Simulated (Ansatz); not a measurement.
**Equation of state of Li₂Se and its gap**

A database entry relaxed whole under r2SCAN (Fm-3m):

```
CELL_PARAMETERS angstrom
0.00000 2.99278 2.99278
2.99278 0.00000 2.99278
2.99278 2.99278 0.00000
ATOMIC_POSITIONS crystal
Li 0.25000 0.25000 0.25000
Li 0.75000 0.75000 0.75000
Se 0.00000 0.00000 0.00000
```

The cell was scaled uniformly, its shape held, and the atoms relaxed at each volume with plane-wave PAW DFT (Ansatz 0.2.0; r2SCAN, 500 eV, 8×8×8 Γ-centred mesh, fermi-dirac occupations of width 0.020 eV; no spin, no spin-orbit coupling). One row is withheld.

```tsv
volume (Å³/atom)	energy over the lowest (meV/atom)	pressure (GPa)	gap over mesh and path (eV)
16.798	7.6	2.42	3.426
17.156	3.2	1.52	3.445
17.513	0.7	0.71	3.462
17.870	0.0	-0.03	3.477
18.228	0.8	-0.70	3.491
18.585	?	?	?
18.943	6.6	-1.86	3.514
```

Q: Fit the pressures of the other rows to the third-order Birch-Murnaghan form.

A: With f = [(V₀/V)^(2/3) − 1]/2 and P = 3B₀f(1 + 2f)^(5/2)[1 + 3(B₀′ − 4)f/2], least squares gives V₀ = 17.85 Å³ an atom, B₀ = 35.2 GPa and B₀′ = 3.9; the rows miss the fit by less than 0.01 GPa. The slope of the energies differs from these pressures by less than 0.05 GPa.

Q: How does the gap move with volume?

A: A parabola in ln(V/V₀) through the other rows has the slope dE_g/d ln V = +0.7 eV at V₀, so by B₀ the gap moves by -21 meV a GPa: it narrows under pressure.

Q: What does the withheld row hold?

A: The fit gives -1.31 GPa at 18.585 Å³; the run gave -1.31 GPa and 3.1 meV an atom. Its gap is 3.503 eV, against 3.503 eV from the parabola.

Caveats: the shape of the cell was held; 0 K, fixed nuclei; the symmetry was kept, and this need not be the phase that is stable at 0 K; one mesh for all volumes; r2SCAN gaps lie as a rule under measured ones; the slope of the gap can be off by tens of per cent, more where shallow d levels or spin-orbit coupling act on the edges; no spin-orbit coupling, which narrows gaps of heavier elements; pressure is positive in compression.
